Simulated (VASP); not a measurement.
Runs of VASP 6.6.1 on InP. It takes space group F-43m (No. 216, cubic). Conventional cell: a = 5.861 Å, b = 5.861 Å, c = 5.861 Å, α = 90.00°, β = 90.00°, γ = 90.00°. Around In (site symmetry -43m) lie 4 P at 2.54 Å. P (site symmetry -43m) has 4 In at 2.54 Å as nearest neighbours. 

```tsv
task	level	spin	screening parameter	exchange at q = 0	share of exact exchange	gap on the mesh (eV)	pressure (GPa)
single point	HSE06	SOC, no magnetisation	0.2 1/A	-	-	-	1.3
band structure	HSE03	off	-	-	-	1.34	(a)
band structure	HSE06	off	0.2 1/A	-	-	1.52	1.3
band structure	PBE0	off	-	truncated	-	(b)	1.1
band structure	r2SCAN-EpsX	off	-	truncated	0.0683	1.49	1.2
```

Alike in all rows: potentials or basis VASP PAW PBE potentials, release 64 (In_d, P); cell as given; k mesh 6 × 6 × 6; cutoff (eV) 520; smearing gaussian 0.02 eV.

**Question.** Estimate the missing entries.

**Answer.** (a) 1.7; (b) 2.12.

Caveats: the PAW data sets were made with another functional, which shifts forces and pressure a little; spin-orbit coupling is left out, which moves the levels of the heavy elements (some runs).

A k mesh can miss the band edges, and rows without SOC leave out spin-orbit coupling on In.
